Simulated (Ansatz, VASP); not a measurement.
## One calculation of Bi, two programs

```
Bi
1.0
    -1.98143    1.98143    1.98143
     1.98143   -1.98143    1.98143
     1.98143    1.98143   -1.98143
Bi
1
Direct
  0.00000 0.00000 0.00000
```

This isn't the form of Bi at room conditions, which is rhombohedral.

Alike in both runs: functional revPBE; k mesh 9 × 9 × 9; occupations fermi-dirac, width 0.05 eV; no spin polarisation.

|  | VASP | Ansatz |
| --- | --- | --- |
| version | VASP 6.6.1 | Ansatz 0.2.0 |
| potentials or method | VASP PAW PBE potentials, release 64 (Bi_d), cutoff 520 eV | all-electron LAPW, scalar-relativistic |
| task | single point | band structure |

Ansatz gave:

```
gap on the k mesh at the Fermi level (eV) : none
pressure (GPa)                            : 1.9
```

Question: Which values does VASP return?

Answer: gap on the k mesh at the Fermi level (eV): none; pressure (GPa): 1.8.

A gap of «none» marks a metal or a gap that the smearing closes. Ansatz ran all-electron here, so the differences hold the error of VASP's frozen core and of both bases.

Caveats: spin-orbit coupling is left out, which moves the levels of the heavy elements; the PAW data sets were made with another functional, which shifts forces and pressure a little (VASP).
